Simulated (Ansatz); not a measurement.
Crystal: SnSe.

```xyz
2
Lattice="0.0000 3.0100 3.0100 3.0100 0.0000 3.0100 3.0100 3.0100 0.0000" Properties=species:S:1:pos:R:3 pbc="T T T"
Sn    0.0000    0.0000    0.0000
Se    3.0100    3.0100    3.0100
```

Measurements of this composition are mostly on another form, of space group No. 62.

- Program: Ansatz 0.2.0
- Task: relaxation of cell and atoms
- Functional: HSE06
- Potentials or basis: Ansatz PAW
- Cutoff: 420 eV (not typed: the program's choice for these potentials)
- k mesh: 4 × 4 × 4
- Occupations: fermi-dirac, width 0.05 eV
- Spin: no spin polarisation

At the start: volume 27.27 Å³/atom.

Problem. Where does the relaxation end?

Solution. It ends after 5 steps and the volume is 26.33 Å³/atom (-3.5 %); space group Fm-3m (No. 225, to 0.05 Å).

The path:
```
step  energy change (eV)  largest force (eV/Å)  volume (Å³)
   1              0.0000                0.0000        54.54
   2             -0.0094                0.0000        51.85
   3             -0.0113                0.0000        52.70
   4             -0.0114                0.0000        52.65
   5             -0.0110                0.0000        52.65
```

Final structure:
```xyz
2
Lattice="0.0000 2.9749 2.9749 2.9749 0.0000 2.9749 2.9749 2.9749 0.0000" Properties=species:S:1:pos:R:3 pbc="T T T"
Sn    0.0000    0.0000    0.0000
Se    2.9749    2.9749    2.9749
```

Caveat: the k mesh is coarse (spacing up to 0.45 Å⁻¹), so the values aren't converged, least of all with exact exchange; the plane-wave basis is chosen anew once the cell has moved, so the energies of steps on either side of that aren't comparable; the PAW data sets come from PBE, with cores solved anew for the run's functional, which leaves a small shift of forces and pressure.
